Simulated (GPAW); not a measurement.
# C (Fd-3m) in GPAW: a series of runs, part 2 of 2

GPAW 26.7.0. The steps go on from the part before.

### Step 4. Equation of state, PBE

Input file run.py:

```python
from ase.eos import EquationOfState
from ase.io import Trajectory, read
from ase.units import GPa
from gpaw import GPAW, PW, setup_paths

setup_paths.insert(0, '.')

atoms = read('C.xyz')

traj = Trajectory('eos.traj', 'w')
volumes, energies = [], []
for x in [0.94, 0.96, 0.98, 1.0, 1.02, 1.04, 1.06]:
    a = atoms.copy()
    a.set_cell(atoms.cell * x**(1 / 3), scale_atoms=True)
    calc = GPAW(mode=PW(800),
                xc='PBE',
                kpts={'size': (13, 13, 13), 'gamma': True},
                occupations={'name': 'fermi-dirac', 'width': 0.05},
                nbands=11,
                convergence={'density': 1e-05, 'energy': 1e-05},
                maxiter=150,
                txt=f'eos-{x:.2f}.txt')
    a.calc = calc
    energies.append(a.get_potential_energy(force_consistent=True))
    volumes.append(a.get_volume())
    p = -a.get_stress()[:3].mean() / GPa
    calc.write(f'eos-{x:.2f}.gpw')
    traj.write(a)
    print(f'{x:.2f} {volumes[-1]:10.4f} A^3 {energies[-1]:14.6f} eV {p:9.3f} GPa', flush=True)

v0, e0, B = EquationOfState(volumes, energies, eos='birchmurnaghan').fit()
print(f'V0 = {v0:.4f} A^3, E0 = {e0:.6f} eV, B0 = {B / GPa:.2f} GPa')
```

Input file C.xyz:

```xyz
2
Lattice="0.0000000000 1.7833700000 1.7833700000 1.7833700000 0.0000000000 1.7833700000 1.7833700000 1.7833700000 0.0000000000" Properties=species:S:1:pos:R:3 pbc="T T T"
C      2.6750550000      2.6750550000      2.6750550000
C      1.7833700000      1.7833700000      1.7833700000
```

Potentials or basis: PAW data sets generated in the run's folder for this functional, pw.

The run is started by

```sh
> gpaw-setup -f PBE C
> OMP_NUM_THREADS=1 python run.py
```

Standard output:

```text
__  _  _
 | _ |_)|_||  |
 |__||  | ||/\| - 26.7.0

Input parameters:
  mode=PW(ecut=800.0),
  convergence={'density': 1e-05, 'energy': 1e-05},
  kpts=MonkhorstPack(size=(13, 13, 13), gamma=True),
  maxiter=150,
  nbands=11,
  occupations=Occupations(name='fermi-dirac', width=0.05),
  xc=XC(name='PBE')

Diagonalizing LCAO Hamiltonian
Converting LCAO to pw mode

          C
       C

Atoms  # Å, Bohr magnetons
|   | symbol |        x |        y |        z |    initial magnetic moments |
|---|--------|----------|----------|----------|-----------------------------|
| 0 |      C | 2.620447 | 2.620447 | 2.620447 | ( 0.0000,  0.0000,  0.0000) |
| 1 |      C | 1.746964 | 1.746964 | 1.746964 | ( 0.0000,  0.0000,  0.0000) |

Unit cell  # Å
| periodic |        x |        y |        z |  lengths |    angles |
|----------|----------|----------|----------|----------|-----------|
|      yes | 0.000000 | 1.746964 | 1.746964 | 2.470581 | 60.000000 |
|      yes | 1.746964 | 0.000000 | 1.746964 | 2.470581 | 60.000000 |
|      yes | 1.746964 | 1.746964 | 0.000000 | 2.470581 | 60.000000 |

Number of symmetries: 24
Symmetry operations  # r_c * U_cc + t_c -> r_c
|    | kind |            matrix            |
|----|------|------------------------------|
|  0 |  E   |  1, 0, 0,  0, 1, 0,  0, 0, 1 |
|  1 |  σ   |  1, 0, 0,  0, 0, 1,  0, 1, 0 |
|  2 |  σ   |  1, 0,-1,  0, 1,-1,  0, 0,-1 |
|  3 |  C3  |  1, 0,-1,  0, 0,-1,  0, 1,-1 |
|  4 |  C3  |  1,-1, 0,  0,-1, 1,  0,-1, 0 |
|  5 |  σ   |  1,-1, 0,  0,-1, 0,  0,-1, 1 |
|  6 |  σ   |  0, 1, 0,  1, 0, 0,  0, 0, 1 |
|  7 |  C3  |  0, 1, 0,  0, 0, 1,  1, 0, 0 |
|  8 |  C2  |  0, 1,-1,  1, 0,-1,  0, 0,-1 |
|  9 |  S4  |  0, 1,-1,  0, 0,-1,  1, 0,-1 |
| 10 |  C3  |  0, 0, 1,  1, 0, 0,  0, 1, 0 |
| 11 |  σ   |  0, 0, 1,  0, 1, 0,  1, 0, 0 |
| 12 |  S4  |  0, 0,-1,  1, 0,-1,  0, 1,-1 |
| 13 |  C3  |  0, 0,-1,  0, 1,-1,  1, 0,-1 |
| 14 |  S4  |  0,-1, 1,  1,-1, 0,  0,-1, 0 |
| 15 |  C2  |  0,-1, 1,  0,-1, 0,  1,-1, 0 |
| 16 |  C3  |  0,-1, 0,  1,-1, 0,  0,-1, 1 |
| 17 |  S4  |  0,-1, 0,  0,-1, 1,  1,-1, 0 |
| 18 |  S4  | -1, 1, 0, -1, 0, 1, -1, 0, 0 |
| 19 |  C3  | -1, 1, 0, -1, 0, 0, -1, 0, 1 |
| 20 |  C3  | -1, 0, 1, -1, 1, 0, -1, 0, 0 |
| 21 |  S4  | -1, 0, 1, -1, 0, 0, -1, 1, 0 |
| 22 |  σ   | -1, 0, 0, -1, 1, 0, -1, 0, 1 |
| 23 |  C2  | -1, 0, 0, -1, 0, 1, -1, 1, 0 |

BZ-sampling:
  Number of BZ points: 2197
  Number of IBZ points: 84

  Monkhorst-Pack size: [13, 13, 13]
  Monkhorst-Pack shift: [0, 0, 0]

K-points  # in reciprocal-cell coordinates
|     |                                coordinates |     weight |
|-----|--------------------------------------------|------------|
|   0 | (  0.00000000,   0.00000000,   0.00000000) | 0.00045517 |
|   1 | (  0.07692308,   0.07692308,   0.00000000) | 0.00273100 |
|   2 | (  0.07692308,   0.07692308,   0.07692308) | 0.00364133 |
|   3 | (  0.15384615,   0.07692308,   0.07692308) | 0.00546199 |
|   4 | (  0.15384615,   0.15384615,   0.00000000) | 0.00273100 |
|   5 | (  0.15384615,   0.15384615,   0.07692308) | 0.01092399 |
|   6 | (  0.15384615,   0.15384615,   0.15384615) | 0.00364133 |
|   7 | (  0.23076923,   0.15384615,   0.07692308) | 0.01092399 |
|   8 | (  0.23076923,   0.15384615,   0.15384615) | 0.01092399 |
|   9 | (  0.23076923,   0.23076923,   0.00000000) | 0.00273100 |
| ... |                                            |            |
|  83 | (  0.46153846,   0.46153846,   0.46153846) | 0.00364133 |

Plane wave coefficients: 561
Cutoff: 800.0 eV

Spin-components: 1 (collinear spins)
Bands:           11
Projectors:      10
Spin-degeneracy: 2
Datatype:        complex128

Parallelization:
  kpt:    1
  domain: 1
  band:   1

Density:
  Valence electrons: 8.0
  Components: 1
  Grid points: [18 18 18]
  Charge: 0.0  # |e|

Potential:
  Grid points: [18 18 18]

species:
  C:
    name:    Carbon
    Z:       6.0
    valence: 4
    core:    2
    charge:  0.0  # [|e|]
    compensation charges:
      type: gauss
      rc: 0.20  # [Å]
      lmax: 2
    cutoffs:
      filter: 1.14  # [Å]
      core: 1.14  # [Å]
    projectors
    | kind |    occ | energy [eV] | rcut [Å] |
    |------|--------|-------------|----------|
    |   2s |  2.000 |     -13.751 |    0.635 |
    |   2p |  2.000 |      -5.285 |    0.635 |
    |    s |        |      13.461 |    0.635 |
    |    p |        |      21.927 |    0.635 |
    |    d |        |       0.000 |    0.635 |

    Using partial waves for C as LCAO basis

Reference energy: -2055.256377  # eV

eigensolver:
  PPCG
  Converge bands: occupied
  niter=2

density mixing:
  MSR1-Mixer
  Pratt-step length: 0.05
  Maximum mixing coefficient: 0.75
  Old densities: 10
  SVD Regularization: 0.005
  Good broyden scale: 1.0
  Trust region scale: 1.0
  Backstep threshold: 4.0
  History deletion threshold: 6.0
  Fourier metric: weight=20.0, sigma=0.015

occupation numbers:
  Fermi-Dirac:
    width: 0.0500  # eV

poisson solver:
  ecut: 6400.0  # eV

xc functional:
  name: PBE with 2 nearest neighbor stencil

convergence criteria:
- Maximum integral of absolute [dens]ity change: 1e-05 electrons / valence electron
- Maximum [total energy] change in last 3 cyles: 1e-05 eV / valence electron
- Maximum integral of absolute [eigenst]ate change: 4e-08 eV^2 / valence electron
maximum number of iterations: 150

SCF iterations
|iter     | |      energy | eigst |  dens |
|---------|-|-------------|-------|-------|
|iter:   1| |  -18.723536 | +0.17 |       |
|iter:   2| |  -18.640914 | -2.76 | -0.78 |
|iter:   3| |  -18.129318 | -1.40 | -0.81 |
|iter:   4| |  -18.123565 | -2.53 | -1.47 |
|iter:   5| |  -18.124242 | -4.44 | -2.20 |
|iter:   6| |  -18.124245 | -6.20 | -3.32 |
|iter:   7| |  -18.124245c| -7.65c| -4.05 |
|iter:   8| |  -18.124245c| -8.34c| -5.23c|

Converged in 8 steps
Energy contributions relative to reference atoms: (reference = -2055.256377)

Energy contributions:
  Kinetic:          22.815206
  Coulomb:         -20.336808
  Zero:              0.041346
  External:          0.000000
  Xc:              -20.643989
  Entropy:          -0.000000
  Spinorbit:         0.000000
  ----------------------------
  Free energy:     -18.124245
  Extrapolated:    -18.124245

dipole moment: (2.126380, 2.126380, 2.126380)  # |e|*Ang

Fermi level: 14.971
Eigenvalues  # (at kpt = [0.000, 0.000, 0.000])
| band index |      eig [eV] | occ [0-2] |
|------------|---------------|-----------|
|          0 |        -9.202 |     2.000 |
|          1 |        13.128 |     2.000 |
|          2 |        13.128 |     2.000 |
|          3 |        13.128 |     2.000 |
|          4 |        18.897 |     0.000 |
|          5 |        18.897 |     0.000 |
|          6 |        18.897 |     0.000 |
|          7 |        27.912 |     0.000 |
|          8 |        33.250 |     0.000 |
|          9 |        40.433 |     0.000 |
|         10 |        41.166 |     0.000 |

Gap: 4.279 eV
Transition (v -> c):
  (s=0, k=0, n=3, [0.00, 0.00, 0.00]) -> (s=0, k=35, n=4, [0.38, 0.38, 0.00])
Direct/indirect transitions are different
Direct gap: 5.769 eV
Transition at: (s=0, k=0, n=3, [0.00, 0.00, 0.00])

Stress tensor  # eV/Ang^3
|         x |         y |         z |
|-----------|-----------|-----------|
| -0.199632 | -0.000000 |  0.000000 |
| -0.000000 | -0.199632 |  0.000000 |
|  0.000000 |  0.000000 | -0.199632 |

# Writing to eos-0.94.gpw (mode='')
```

eos-0.96.txt:

```text
SCF iterations
|iter     | |      energy | eigst |  dens |
|---------|-|-------------|-------|-------|
|iter:   1| |  -18.726226 | +0.16 |       |
|iter:   2| |  -18.648474 | -2.76 | -0.79 |
|iter:   3| |  -18.167276 | -1.42 | -0.82 |
|iter:   4| |  -18.162107 | -2.56 | -1.47 |
|iter:   5| |  -18.162737 | -4.46 | -2.20 |
[... 39 lines left out ...]
  (s=0, k=0, n=3, [0.00, 0.00, 0.00]) -> (s=0, k=35, n=4, [0.38, 0.38, 0.00])
Direct/indirect transitions are different
Direct gap: 5.710 eV
Transition at: (s=0, k=0, n=3, [0.00, 0.00, 0.00])

Stress tensor  # eV/Ang^3
|         x |         y |         z |
|-----------|-----------|-----------|
| -0.129967 | -0.000000 |  0.000000 |
| -0.000000 | -0.129967 |  0.000000 |
|  0.000000 |  0.000000 | -0.129967 |

# Writing to eos-0.96.gpw (mode='')
```

Wall time 76 s (1 thread of Arm Neoverse V2, shared host); peak memory 0.18 GiB.

What came out:

| Property | Result |
| --- | --- |
| Equilibrium volume | 5.70 Å³/atom |
| Bulk modulus | 433 GPa |
| Pressure derivative of the bulk modulus | 3.7 |

Energy against volume, from the lowest point:
| volume (Å³/atom) | energy (meV/atom) |
| --- | --- |
| 5.332 | 35.71 |
| 5.445 | 16.47 |
| 5.558 | 4.81 |
| 5.672 | 0.00 |
| 5.785 | 1.45 |
| 5.899 | 8.60 |
| 6.012 | 20.96 |

### Step 5. Equation of state, PBE

Changes to run.py since step 4:

```diff
@@ -18,3 +18,4 @@
                 occupations={'name': 'fermi-dirac', 'width': 0.05},
-                nbands=11,
+                setups={'C': 'jth'},
+                nbands=-7,
                 convergence={'density': 1e-05, 'energy': 1e-05},
```

C.xyz is that of step 4.

Potentials or basis: JTH PAW 2.0, PBE, pw.

The run is started by

```sh
> OMP_NUM_THREADS=1 python run.py
```

It took 74 s on 1 thread of Arm Neoverse V2, shared host; peak memory 0.17 GiB.

It converged, with:

```
Equilibrium volume : 5.68 Å³/atom (rough: see the caveat)
Bulk modulus       : 417 GPa (rough)
```

Energy against volume, from the lowest point:
```
volume (Å³/atom)  energy (meV/atom)
           5.332              35.47
           5.445              13.59
           5.558               3.37
           5.672               0.00
           5.785               0.75
           5.899               9.12
           6.012              19.05
```

Caveat: the energies scatter about the fit; the fit is doubtful: noisy points or a state that changes with volume; the program truncates these outside data sets.

### Step 6. Equation of state, PBE

Changes to run.py since step 5:

```diff
@@ -14,3 +14,3 @@
     a.set_cell(atoms.cell * x**(1 / 3), scale_atoms=True)
-    calc = GPAW(mode=PW(800),
+    calc = GPAW(mode=PW(1100),
                 xc='PBE',
@@ -18,3 +18,3 @@
                 occupations={'name': 'fermi-dirac', 'width': 0.05},
-                setups={'C': 'jth'},
+                setups='sg15',
                 nbands=-7,
```

C.xyz is that of step 5.

Potentials or basis: SG15 ONCV 1.2, pw.

The run is started by

```sh
> OMP_NUM_THREADS=1 python run.py
```

It took 75 s on 1 thread of Arm Neoverse V2, shared host; peak memory 0.21 GiB.

It converged, with:

- Equilibrium volume: 5.68 Å³/atom
- Bulk modulus: 431 GPa
- Pressure derivative of the bulk modulus: 3.7

Energy against volume, from the lowest point:
| volume (Å³/atom) | energy (meV/atom) |
| --- | --- |
| 5.332 | 31.71 |
| 5.445 | 13.97 |
| 5.558 | 3.59 |
| 5.672 | 0.00 |
| 5.785 | 2.55 |
| 5.899 | 10.67 |
| 6.012 | 23.90 |

### Step 7. Overview

```tsv
task	level	potentials or basis	cutoff (eV)	band path	band points	data set	V0 of scaled cells (Å³/atom)	B0 (GPa)
band structure	SCAN	GPAW PAW data sets (gpaw-data 1.2.1), pw	800	GXWKGLUWLK,UX	100	-	-	-
equation of state	PBE	GPAW PAW data sets (gpaw-data 1.2.1), pw	800	-	-	-	5.70	433
equation of state	PBE	PAW data sets generated in the run's folder for this functional, pw	800	-	-	-	5.70	433
equation of state	PBE	JTH PAW 2.0, PBE, pw	800	-	-	C jth	-	-
equation of state	PBE	SG15 ONCV 1.2, pw	1100	-	-	-	5.68	431
```

Alike in all rows: no spin polarisation; cell as given; k mesh 13 × 13 × 13; smearing fermi-dirac 0.05 eV.

Caveats: the PAW data sets were made with another functional, which shifts forces and pressure a little (some runs); the energies scatter about the fit (some runs); the fit is doubtful: noisy points or a state that changes with volume (some runs); the program truncates these outside data sets (some runs).

Absolute energies hang on the potentials; compare differences alone.

### Step 8. How close it comes

Step 3. Against the measured bulk modulus of C, 444.8 GPa (quoted in “Equation of state of cubic boron nitride at high pressures and temperatures”, 2007, arxiv:cond-mat/0702656), the calculated 433 GPa is off by -2.6 %. 3 values of this kind are on record (442 to 444.8 GPa); this one was drawn at random among those near their median, those with a stated uncertainty first. The fit is for a static lattice scaled at fixed shape and fixed fractional positions. The cell as given is a measured one (5.67 Å³/atom); PBE puts the equilibrium volume +0.5 % from it, thermal expansion not counted.

Step 4. A measured bulk modulus of C is 442 GPa (quoted in “Equation of state of cubic boron nitride at high pressures and temperatures”, 2007, arxiv:cond-mat/0702656); the calculated 433 GPa misses it by -2.0 %. 3 values of this kind are on record (442 to 444.8 GPa); this one was drawn at random among those near their median, those with a stated uncertainty first. The fit is for a static lattice scaled at fixed shape and fixed fractional positions. The cell as given is a measured one (5.67 Å³/atom); PBE puts the equilibrium volume +0.5 % from it, thermal expansion not counted.

Step 6. Against the measured bulk modulus of C, 442 GPa (quoted in “Equation of state of cubic boron nitride at high pressures and temperatures”, 2007, arxiv:cond-mat/0702656), the calculated 431 GPa is off by -2.5 %. 3 values of this kind are on record (442 to 444.8 GPa); this one was drawn at random among those near their median, those with a stated uncertainty first. The fit is for a static lattice scaled at fixed shape and fixed fractional positions. The cell as given is a measured one (5.67 Å³/atom); PBE puts the equilibrium volume +0.1 % from it, thermal expansion not counted.
